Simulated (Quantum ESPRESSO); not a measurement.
Crystal: Ni.

```
Ni
1.0
     0.00000    1.73757    1.73757
     1.73757    0.00000    1.73757
     1.73757    1.73757    0.00000
Ni
1
Direct
  0.00000 0.00000 0.00000
```

Base run:

* Program: Quantum ESPRESSO 7.5
* Functional: vdW-DF
* Potentials or basis: PseudoDojo 0.4.1 SR PBE standard
* Cutoff: 1333 eV
* Density cutoff: 5333 eV
* k mesh: 13 × 13 × 13
* Occupations: fermi-dirac, width 0.05 eV
* Spin: collinear spin, ferromagnetic start
* Starting moments: [1.0] μB

Its results: band gap on the k mesh none (metal or under the smearing width); pressure 15.9 GPa; net moment 0.62 μB per cell; site moments Ni +0.66 μB.

The run is repeated on the same cell with these changes: functional from vdW-DF to vdW-DF-cx. What comes out?

Band gap on the k mesh none (metal or under the smearing width); pressure -2.4 GPa; net moment 0.63 μB per cell; site moments Ni +0.66 μB.

Caveats: the potentials were made for another functional, which shifts forces and pressure; so large a pressure means that the cell lies far from this level's equilibrium, or that cutoff or potentials fall short (some runs).
